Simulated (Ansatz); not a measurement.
AlRu:

```
Ru Al
1.0
     2.99160    0.00000    0.00000
     0.00000    2.99160    0.00000
     0.00000    0.00000    2.99160
Ru Al
1 1
Direct
  0.50000 0.50000 0.50000
  0.00000 0.00000 0.00000
```

Program: Ansatz 0.2.0. Alike in all runs: task band structure; potentials or basis Ansatz PAW; cell as given; smearing fermi-dirac 0.05 eV. Hardware: 2 threads of Intel(R) Xeon(R) Processor @ 2.50GHz (Skylake/Cascade Lake), with other jobs on the host.

Problem. Order these runs on this cell by their wall time, lowest first.
A. level r2SCAN; spin SOC, no magnetisation; k mesh 7 × 7 × 7; cutoff (eV) 500
B. level LDA; spin SOC, no magnetisation; k mesh 7 × 7 × 7; cutoff (eV) 420
C. level PBEsol; spin off; k mesh 9 × 9 × 9; cutoff (eV) 420

Solution. C (2.3 s), B (8.2 s), A (22 s).

Runs at the PBE level aren't shown here.
